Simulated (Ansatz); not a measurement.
## Sb under pressure: fit and missing row

Sb, Pm-3m, a = 3.062 Å. This isn't the element's structure at ambient conditions. Ansatz: PBEsol, PAW, 420 eV, Γ-centred 14×14×14 mesh on 1 atom, Gaussian smearing 0.10 eV; no spin polarisation. The cell is relaxed at each pressure, and no other structure is tried, so the rows at high pressure may lie past a change of phase.

```
V (Å³/atom) P (GPa)
          ?    90.01
     20.135    50.07
     22.713    25.00
     24.906    12.00
     27.080     4.00
     28.243     1.00
     28.702    -0.02
     29.189    -1.00
```

Q: Take V0 = 28.702 Å³/atom, count pressures from its P0 = -0.02 GPa, fit the third-order Birch–Murnaghan form to the other rows, and predict the missing volume.

A: With the Eulerian strain f = ½[(V0/V)^(2/3) − 1] and y = (P − P0)/[3f(1 + 2f)^(5/2)], the form is the line y = B0 + 1.5 B0 (B0′ − 4) f. Rows (f, y): 0.13330, 69.4; 0.08442, 66.9; 0.04959, 63.8; 0.01977, 61.5; 0.00540, 61.3; -0.00558, 60.2. Means f = 0.04782, y = 63.850; Σ(Δf)² = 0.01409, ΣΔfΔy = 0.9550; the slope is their ratio. y = 60.61 + 67.79 f GPa, so B0 = 60.6 GPa and B0′ = 4 + 2 × (67.79)/(3 × 60.61) = 4.75. P = 90.01 GPa is met at f = 0.18594 (y = 73.21), so V = V0 (1 + 2f)^(−3/2) = 17.862 Å³/atom. The run gave 17.774 Å³/atom, so the fit is 0.088 Å³/atom too high, 0.77 % of the span of the series, against an rms of 0.014 Å³/atom on the fitted rows. The row lies outside the fitted range. A fourth-order term fitted to the same rows gives P = 91.38 GPa at this row's volume (the line 92.06, the run 90.01), which recovers part of the miss.

The mesh isn't the same in all rows (14×14×14, 16×16×16).